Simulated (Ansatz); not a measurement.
**NaI across functionals**

```
CELL_PARAMETERS angstrom
0.00000 3.23640 3.23640
3.23640 0.00000 3.23640
3.23640 3.23640 0.00000
ATOMIC_POSITIONS crystal
Na 0.00000 0.00000 0.00000
I 0.50000 0.50000 0.50000
```

Atoms are numbered in the order listed.

The cell is COD entry 9008681, as deposited and not checked against the literature; nothing was relaxed.

Spin–orbit coupling is left out, though it moves levels of the heavy atoms by tenths of an eV or more.

One fixed cell is solved with several functionals by PAW (frozen-core files) in Ansatz 0.2.0, scalar-relativistically. A positive pressure means that the functional wants a larger cell.

The PAW files were made with PBE; their cores are remade for each functional.

The runs use a Γ-centred 7×7×7 k mesh, Fermi–Dirac smearing of 0.01 eV, cutoff 420 eV, no spin polarisation.

Cutoffs: PBE 420 eV, LDA 420 eV, PBEsol 420 eV, r²SCAN 500 eV.

| setting | P (GPa) | gap over the k mesh and a high-symmetry path (eV) | lowest level at Γ above −25 eV, from the valence-band top or, without a gap, the Fermi level (eV) |
| --- | --- | --- | --- |
| PBE | 0.42 | 3.64 | -22.44 |
| LDA | -1.64 | 3.33 | -22.41 |
| PBEsol | ? | 3.51 | -22.25 |
| r²SCAN | -0.09 | ? | -23.14 |

(1) What belongs in the row "PBEsol", column "P (GPa)"?

(2) Fill in "gap over the k mesh and a high-symmetry path (eV)" for the row "r²SCAN".

## Answers

(1) -0.51.

(2) 4.43.
